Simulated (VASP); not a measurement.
Set up this calculation in VASP 6.6.1, as the native input.

| Item | Value |
| --- | --- |
| Task | single point |
| Functional | PBE |
| Potentials or basis | VASP PAW PBE potentials, release 64 (Si) |
| Cutoff | 520 eV |
| k mesh | 8 × 8 × 10 |
| Occupations | gaussian, width 0.015 eV |
| Spin | no spin polarisation |
| Further INCAR settings | ALGO = Normal; EDIFF = 1e-07 |

The structure of Si lies in POSCAR:

```
Si
1.0
    4.1209500000      0.0000000000      0.0000000000
   -2.0604700000      3.5688500000      0.0000000000
    0.0000000000      0.0000000000      2.6547900000
Si
2
Direct
    0.3333300000      0.6666700000      0.5000000000
    0.6666700000      0.3333300000      0.5000000000
```

The cell was built by a generator and needn't be a form met in nature.

One way to write it, as run:

INCAR

```
SYSTEM = Si
  ALGO = Normal
  EDIFF = 1E-7
  ENCUT = 520
  GGA = PE
  ISIF = 2
  ISMEAR = 0
  LASPH = .TRUE.
  LCHARG = .FALSE.
  LREAL = .FALSE.
  LWAVE = .FALSE.
  NELM = 60
  PREC = Accurate
  SIGMA = 0.015
```

KPOINTS

```
k-points
0
G
  8 8 10
  0 0 0
```

Potentials or basis: VASP PAW PBE potentials, release 64 (Si).

Launch:

```bash
$ cat potpaw_PBE.64/Si/POTCAR > POTCAR
$ mpirun -np 1 vasp_std > vasp.out
```

It gave:

```json
{
  "Pressure": "0.0 GPa",
  "Band gap on the k mesh": "none (metal or under the smearing width)"
}
```

Run time: 23 s on 1 thread of Intel(R) Xeon(R) Platinum 8488C (Sapphire Rapids) (shared host), peak memory 0.16 GiB.
